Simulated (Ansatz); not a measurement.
Crystal: Sb.

```
CELL_PARAMETERS angstrom
3.07338 0.00000 0.00000
0.00000 3.07338 0.00000
0.00000 0.00000 3.07338
ATOMIC_POSITIONS crystal
Sb 0.00000 0.00000 0.00000
```

This isn't the form of Sb at room conditions, which is rhombohedral.

The cell isn't the ideal one: volume scaled by 0.92.

```yaml
Program: Ansatz 0.2.0
Task: relaxation of cell and atoms
Functional: RPBE
Dispersion: D3(BJ)
Potentials_or_basis: all-electron LAPW, scalar-relativistic
Basis_error_allowed: 0.001 eV/atom
k_mesh: 6 × 6 × 6
Occupations: gaussian, width 0.05 eV
Spin: non-collinear spin, random start
Starting_moments: "[[-0.103, 0.324, -0.279]] μB"
```

At the start: volume 29.03 Å³/atom.

Q: Where does the relaxation end?

A: Over 6 steps the energy falls by 322.3 meV/atom and the volume is 23.40 Å³/atom (-19.4 %); space group Pm-3m (No. 221, to 0.05 Å); moment 0.00 μB per cell.

Step by step:
```csv
step,energy change (eV),largest force (eV/Å),volume (Å³)
1,0.0000,0.0000,29.03
2,-0.2882,0.0000,24.99
3,-0.3115,0.0000,22.58
4,-0.3222,0.0000,23.49
5,-0.3223,0.0000,23.40
6,-0.3223,0.0000,23.40
```

Final structure:
```xyz
1
Lattice="2.8602 0.0000 0.0000 0.0000 2.8602 0.0000 0.0000 0.0000 2.8602" Properties=species:S:1:pos:R:3 pbc="T T T"
Sb    0.0000    0.0000    0.0000
```

Caveat: the starting moments weren't kept.
